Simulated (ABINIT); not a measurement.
Set up this calculation in ABINIT 10.8.3 (patched build), as the native input.

```yaml
Task: band structure
Functional: SOGGA
Potentials_or_basis: PseudoDojo NC SR PBEsol v0.4.1 standard
Cutoff: 1088 eV
k_mesh: 8 × 8 × 8
Occupations: fermi-dirac, width 0.05 eV
Spin: no spin polarisation
```

The system is GaP.

```
Ga P
1.0
     0.00000    2.72525    2.72525
     2.72525    0.00000    2.72525
     2.72525    2.72525    0.00000
Ga P
1 1
Direct
  0.00000 0.00000 0.00000
  0.75000 0.75000 0.75000
```

The input as run:

run.abi

```
# Datasets: ground state, then fixed potential
ndtset 2

# Pseudopotentials
pp_dirpath "./"
pseudos "Ga.upf, P.upf"

# Structure
acell 3*1.0
rprim
     0.0000000000     5.1499761211     5.1499761211
     5.1499761211     0.0000000000     5.1499761211
     5.1499761211     5.1499761211     0.0000000000
ntypat 2
znucl 31 15
natom 2
typat 1 2
xred
     0.0000000000     0.0000000000     0.0000000000
     0.7500000000     0.7500000000     0.7500000000

# Plane-wave basis
ecut 40.0

# Exchange and correlation
ixc -150130

# Bands and occupations
occopt 3
tsmear 0.05 eV

# SCF cycle
nstep 100

# Output
iomode 3
prtwf 0
prteig 0
prtebands 0
enunit 1
prtden1 1

# Dataset 1
kptopt1 1
ngkpt1 8 8 8
nshiftk1 1
shiftk1 0.0 0.0 0.0
nband1 13
tolvrs1 1.0e-10

# Dataset 2: bands along G-X-W-K-G-L-U-W-L-K
iscf2 -2
getden2 1
nband2 17
nbdbuf2 2
tolwfr2 1.0e-12
kptopt2 -9
ndivsm2 8
prteig2 1
kptbounds2
     0.0000000000     0.0000000000     0.0000000000
     0.5000000000     0.0000000000     0.5000000000
     0.5000000000     0.2500000000     0.7500000000
     0.3750000000     0.3750000000     0.7500000000
     0.0000000000     0.0000000000     0.0000000000
     0.5000000000     0.5000000000     0.5000000000
     0.6250000000     0.2500000000     0.6250000000
     0.5000000000     0.2500000000     0.7500000000
     0.5000000000     0.5000000000     0.5000000000
     0.3750000000     0.3750000000     0.7500000000
```

Potentials or basis: PseudoDojo NC SR PBEsol v0.4.1 standard.

Launch:

```sh
$ abinit run.abi > log 2>&1
```

Results of the run:

```
Pressure                                              : -1.3 GPa
Band gap on the k mesh                                : 1.46 eV, indirect (least direct gap 1.76 eV)
Band gap along the path                               : 1.43 eV, indirect (least direct gap 1.76 eV)
Valence electrons inside the program's atomic spheres : Ga 10.81; P 2.79
```

Caveat: the potentials were made for another functional, which shifts forces and pressure.

It took 4.4 min on 1 thread of Arm Neoverse V1, on a shared host, peak memory 0.2 GiB.
